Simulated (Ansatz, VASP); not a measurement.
**Two plane-wave programs on CoSi2**

```
Co Si
1.0
     0.00000    2.65642    2.65642
     2.65642    0.00000    2.65642
     2.65642    2.65642    0.00000
Co Si
1 2
Direct
  0.00000 0.00000 0.00000
  0.75000 0.75000 0.75000
  0.25000 0.25000 0.25000
```

Alike in both runs: task single point; functional PBE; dispersion D3(BJ); k mesh 6 × 6 × 6; occupations gaussian, width 0.1 eV; no spin polarisation.

|  | VASP | Ansatz |
| --- | --- | --- |
| version | VASP 6.6.1 | Ansatz 0.2.0 |
| potentials or method | VASP PAW PBE potentials, release 64 (Co, Si) | scalar-relativistic, plane waves, PAW |
| plane-wave cutoff (eV) | 520 | 420 |
| valence electrons in the cell | 17 | 25 |

Ansatz gave:

| Quantity | Value |
| --- | --- |
| gap on the k mesh at the Fermi level (eV) | none |
| pressure (GPa) | -0.9 |

Question: Estimate VASP's values.

Answer: gap on the k mesh at the Fermi level (eV): none; pressure (GPa): -1.1.

A gap of «none» marks a metal or a gap that the smearing closes. The functional is the same, so the differences come from potentials, cutoffs and numerics. The two sets of potentials don't hold the same shells in valence.

Caveats: pairwise dispersion overbinds metals, which lowers pressure and volume. Spin polarisation is off, so any magnetic state and its effect on volume and gap are missing.
